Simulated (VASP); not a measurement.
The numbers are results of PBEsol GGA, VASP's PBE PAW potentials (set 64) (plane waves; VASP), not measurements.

VASP ran on this input.

**INCAR**
```
SIGMA = 0.05   ! width (eV)
LREAL = .False.   ! projection in real space or not
NELM = 100   ! most electronic steps
SYSTEM = Li2O
PREC = Accurate
ALGO = Normal
ENCUT = 520
LWAVE = .False.
ICHARG = 11   ! fixed density
EDIFF = 1E-7   ! SCF stop (eV)
GGA = PS   ! PBEsol
ISMEAR = 0   ! Gaussian
LCHARG = .False.
LORBIT = 11   ! lm-projected
LASPH = .True.
```

File KPOINTS:
```
k-points along high-symmetry lines
15
Line-mode
Reciprocal
  0.000000   0.000000   0.000000 ! GAMMA
  0.500000   0.000000   0.500000 ! X

  0.500000   0.000000   0.500000 ! X
  0.625000   0.250000   0.625000 ! U

  0.375000   0.375000   0.750000 ! K
  0.000000   0.000000   0.000000 ! GAMMA

  0.000000   0.000000   0.000000 ! GAMMA
  0.500000   0.500000   0.500000 ! L

  0.500000   0.500000   0.500000 ! L
  0.500000   0.250000   0.750000 ! W

  0.500000   0.250000   0.750000 ! W
  0.500000   0.000000   0.500000 ! X
```

POSCAR:
```
Li2O
1
    0.0000000000     2.2922548072     2.2922548072
    2.2922548072     0.0000000000     2.2922548072
    2.2922548072     2.2922548072     0.0000000000
Li O
2 1
Direct
  0.2500000000   0.2500000000   0.2500000000
  0.7500000000   0.7500000000   0.7500000000
  0.0000000000   0.0000000000   0.0000000000
```

POTCAR, in this order: Li_sv O (PBE.64 set). Program: vasp_std. Read from the step before: CHGCAR.

The resulting files:

### OUTCAR
```
 ion  position               nearest neighbor table
   1  0.250  0.250  0.250-   3 1.99   3 1.99   3 1.99   3 1.99   2 2.29   2 2.29   2 2.29   2 2.29
                             2 2.29   2 2.29
   2  0.750  0.750  0.750-   3 1.99   3 1.99   3 1.99   3 1.99   1 2.29   1 2.29   1 2.29   1 2.29
                             1 2.29   1 2.29
   3  0.000  0.000  0.000-   2 1.99   2 1.99   2 1.99   1 1.99   2 1.99   1 1.99   1 1.99   1 1.99
  LATTYP: Found a face centered cubic cell.
 ALAT       =     4.5845096144
 Subroutine PRICEL returns:
 Original cell was already a primitive cell.
 Subroutine GETGRP returns: Found 48 space group operations
The static configuration has the point symmetry O_h .
The dynamic configuration has the point symmetry O_h .
 Subroutine INISYM returns: Found 48 space group operations
   k-points           NKPTS =     90   k-points in BZ     NKDIM =     90   number of bands    NBANDS=     10
   number of dos      NEDOS =    301   number of ions     NIONS =      3
   total plane-waves  NPLWV =  13824
   dimension x,y,z NGX =    24 NGY =   24 NGZ =   24
   dimension x,y,z NGXF=    48 NGYF=   48 NGZF=   48
   ions per type =               2   1
   PREC   = accura    normal or accurate (medium, high low for compatibility)
   ISTART =      0    job   : 0-new  1-cont  2-samecut
   ICHARG =     11    charge: 1-file 2-atom 10-const
   ISPIN  =      1    spin polarized calculation?
   LNONCOLLINEAR =      F non collinear calculations
   LSORBIT =      F    spin-orbit coupling
   INIWAV =      1    electr: 0-lowe 1-rand  2-diag
   ENCUT  =  520.0 eV  38.22 Ry    6.18 a.u.   6.03  6.03  6.03*2*pi/ulx,y,z
   NELM   =    100;   NELMIN=  2; NELMDL= -5     # of ELM steps
   EDIFF  = 0.1E-06   stopping-criterion for ELM
   LREAL  =      F    real-space projection
   NLSPLINE    = F    spline interpolate recip. space projectors
   LMAXMIX     =    2 max onsite mixed and CHGCAR
   VOSKOWN=      0    Vosko Wilk Nusair interpolation
   EDIFFG = 0.1E-05   stopping-criterion for IOM
   NSW    =      0    number of steps for IOM
   NBLOCK =      1;   KBLOCK =      1    inner block; outer block
   IBRION =     -1    ionic relax: 0-MD 1-quasi-New 2-CG
   NFREE  =      0    steps in history (QN), initial steepest desc. (CG)
   ISIF   =      2    stress and relaxation
...
```

**OSZICAR**
```
       N       E                     dE             d eps       ncg     rms          rms(c)
DAV:   1     0.395662471982E+02    0.39566E+02   -0.62170E+03  1800   0.130E+03
DAV:   2    -0.991809855252E+01   -0.49484E+02   -0.47006E+02  2302   0.226E+02
DAV:   3    -0.140688803330E+02   -0.41508E+01   -0.41305E+01  2980   0.561E+01
DAV:   4    -0.141416692518E+02   -0.72789E-01   -0.72701E-01  2422   0.740E+00
DAV:   5    -0.141421921327E+02   -0.52288E-03   -0.52285E-03  2598   0.610E-01
DAV:   6    -0.141421986168E+02   -0.64841E-05   -0.64840E-05  2362   0.453E-02
DAV:   7    -0.141421986856E+02   -0.68777E-07   -0.68774E-07  2622   0.438E-03
   1 F= -.14142199E+02 E0= -.14142199E+02  d E =-.242320E-17
```

OUTCAR:
```
 val. band max:        1.3503420028   @ k =   0.0000   0.0000   0.0000

 cond. band min:       6.2085699562   @ k =   0.5000   0.0000   0.5000



 k-point     1 :       0.0000    0.0000    0.0000
  band No.  band energies     occupation
      1     -40.8886      2.00000
      2     -40.5108      2.00000
      3     -14.0397      2.00000
      4       1.3503      2.00000
      5       1.3503      2.00000
      6       1.3503      2.00000
      7       6.6840      0.00000
      8      13.2760      0.00000
      9      13.2760      0.00000
     10      13.2761      0.00000

 k-point     2 :       0.0357    0.0000    0.0357
  band No.  band energies     occupation
      1     -40.8866      2.00000
      2     -40.5122      2.00000
      3     -14.0363      2.00000
      4       1.3110      2.00000
      5       1.3294      2.00000
      6       1.3294      2.00000
      7       6.7335      0.00000
      8      13.2888      0.00000
      9      13.2889      0.00000
     10      13.3140      0.00000

 k-point     3 :       0.0714    0.0000    0.0714
  band No.  band energies     occupation
      1     -40.8811      2.00000
      2     -40.5161      2.00000
      3     -14.0262      2.00000
      4       1.2003      2.00000
      5       1.2681      2.00000
      6       1.2681      2.00000
      7       6.8672      0.00000
      8      13.3280      0.00000
      9      13.3280      0.00000
     10      13.4274      0.00000

 k-point     4 :       0.1071    0.0000    0.1071
  band No.  band energies     occupation
      1     -40.8722      2.00000
      2     -40.5226      2.00000
      3     -14.0100      2.00000
      4       1.0371      2.00000
      5       1.1710      2.00000
      6       1.1710      2.00000
      7       7.0558      0.00000
      8      13.3950      0.00000
      9      13.3951      0.00000
     10      13.6137      0.00000

 k-point     5 :       0.1429    0.0000    0.1429
  band No.  band energies     occupation
...
```

The density is held fixed in this step, so its total energy and stress have no physical meaning.

The compound is Li2O in the antifluorite structure. It was relaxed first.
